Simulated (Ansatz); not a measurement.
## Cd: stiffness from a series of strains

```xyz
2
Lattice="2.9789 0.0000 0.0000 -1.4894 2.5798 0.0000 0.0000 0.0000 5.6177" Properties=species:S:1:pos:R:3 pbc="T T T"
Cd    0.0000    1.7199    1.4044
Cd    1.4894    0.8599    4.2132
```

Atoms are numbered in the order listed.

The cell is COD entry 9008490, as deposited and not checked against the literature; nothing was relaxed.

All numbers below come from DFT, PBE, all-electron LAPW, scalar-relativistic (Ansatz 0.2.0).

Sampling and basis: a Γ-centred 14×14×7 k mesh, Fermi–Dirac smearing of 0.05 eV, basis error target 0.25 meV/atom, no spin polarisation.

The strain is applied along the Cartesian axes of the cell as listed (the other components stay zero). Fractional coordinates are held (clamped ions).

σ is the change of stress from the unstrained cell, which is at 3.00 GPa; tension is positive, so slopes are stress–strain coefficients at that pressure. In a metal the k mesh adds noise.

Only quantities that a quadratic follows smoothly over the whole series are listed; rougher ones are left out.

| εxx = εyy | σzz (GPa) | σxx (GPa) |
| --- | --- | --- |
| -0.0300 | -2.89 | -6.35 |
| -0.0200 | -1.74 | -3.97 |
| 0.0000 | 0.00 | 0.00 |
| 0.0100 | 0.75 | 1.59 |
| 0.0200 | 1.45 | 2.90 |
| 0.0300 | 2.08 | 3.99 |

(1) Fit the series and read off the stiffness at zero strain.

(2) One run, at εxx = εyy = -0.0100, is withheld. Predict its row.

Answers

(1) Least-squares fits y = p0 + p1 x + p2 x² to the rows give σzz (GPa): p1 = 81.8, p2 = -440; σxx (GPa): p1 = 172, p2 = -1300. So C13 + C23 = 82 GPa and C11 + C12 = 172 GPa, for these axes.

(2) The fits give -0.86, -1.86; the run gave -0.81, -1.86.
